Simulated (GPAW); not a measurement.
TiSi2:

```
Ti Si
1.0
     1.76511   -6.75928    0.00000
     1.76511    6.75928    0.00000
     0.00000    0.00000    3.56517
Ti Si
2 4
Direct
  0.10312 0.89688 0.25000
  0.89688 0.10312 0.75000
  0.75031 0.24969 0.25000
  0.24969 0.75031 0.75000
  0.44175 0.55825 0.25000
  0.55825 0.44175 0.75000
```

The cell comes from a database or a generator and needn't be the stable form of this composition.

Program: GPAW 26.7.0. Alike in all runs: no spin polarisation; cell as given; smearing fermi-dirac 0.05 eV.

Problem. Order these runs on this cell by their pressure, lowest first.
A. level LDA; potentials or basis the program's PAW data sets (release 1.2.1) made for this functional, pw; k mesh 6 × 6 × 6; cutoff (eV) 500; maxiter 120; convergence default; mesh quality not flagged
B. level r2SCAN; potentials or basis GPAW PAW data sets (gpaw-data 1.2.1), pw; k mesh 5 × 5 × 5; cutoff (eV) 600; maxiter 150; band path GXSRAZGYX1A1TY,ZT; band points 80; mesh quality coarse
C. level PBE; potentials or basis GPAW PAW data sets (gpaw-data 1.2.1), pw; k mesh 6 × 6 × 6; cutoff (eV) 500; maxiter 120; convergence default; mesh quality not flagged

Solution. A (-4.7 GPa), B (0.4 GPa), C (2.5 GPa).

Caveats: some runs use coarse meshes; the cutoff is short for stress and forces, so pressures can be off by a GPa or more (some runs); the PAW data sets were made with another functional, which shifts forces and pressure a little (some runs).

Not every run made on this cell is shown here.
